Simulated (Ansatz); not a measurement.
**LiF: the cell at several levels of theory**

An exercise on one series of results from a longer session: the logs are not shown, and one member is left open.

The runs shown are made with Ansatz 0.2.0. PAW datasets, plane waves, zero pressure. Simulation only: spin-unpolarised, and no claim that this is the phase found in nature.

**The system as given**

This is the cell as the run starts from it, not yet at rest; its lengths are not the crystal's.

Space group Pm-3m (No. 221), cubic; a = 2.062 Å in the conventional setting, 4.38 Å³ an atom. Li has 8 F at 1.79 Å; F has 8 Li at 1.79 Å.

The structure in full:

```cif
data_structure
_symmetry_space_group_name_H-M 'P 1'
_symmetry_Int_Tables_number 1
_cell_length_a 2.0616
_cell_length_b 2.0616
_cell_length_c 2.0616
_cell_angle_alpha 90.000
_cell_angle_beta 90.000
_cell_angle_gamma 90.000
_cell_volume 8.76
loop_
_atom_site_label
_atom_site_type_symbol
_atom_site_fract_x
_atom_site_fract_y
_atom_site_fract_z
_atom_site_occupancy
Li1 Li 0.00000 0.00000 0.00000 1
F1 F 0.50000 0.50000 0.50000 1
```

The first run:

Input file input.yaml:

```yaml
crystal:
  lattice:
    - [2.0616023412, 0.0, 0.0]
    - [0.0, 2.0616023412, 0.0]
    - [0.0, 0.0, 2.0616023412]
  atoms:
    - { symbol: Li, position: [0.0, 0.0, 0.0] }
    - { symbol: F, position: [0.5, 0.5, 0.5] }
kpoints:
  mp_grid: { grid: [12, 12, 12] }
hamiltonian:
  xc: pbe
scf:
  occupations: { method: fermi_dirac, width: 0.02 }
relax:
  f_tol: 0.005
  cell: {}
```

Launch:

```console
ansatz run input.yaml --threads 2 --pin off --max-ram 2211MiB --backend cpu --events-out ev --progress --plain --runs-dir out
```

Steps of the session up to this table: Relaxation with PBE; Relaxing with r2SCAN; Relaxing with PBEsol; LDA: cell and atoms; Relaxing with HSE06.

One of the session's tables, all rows but one given; the rest of the session is left out.

```
 level  a (Å)  volume (Å³/atom)
   PBE      ?                 ?
r2SCAN  2.516             7.966
PBEsol  2.523             8.033
   LDA  2.466             7.498
 HSE06  2.525             8.049
```

Estimate the missing values for PBE.

The run gave: a (Å): 2.560; volume (Å³/atom): 8.388. In the column «a (Å)» it is the highest.

LDA gives the smallest cell and PBE the largest; they differ by 11.9 % in volume, a mean of 3.8 % in length. The meshes differ: PBE 12×12×12, r2SCAN 10×10×10, PBEsol 10×10×10, LDA 10×10×10, HSE06 6×6×6.
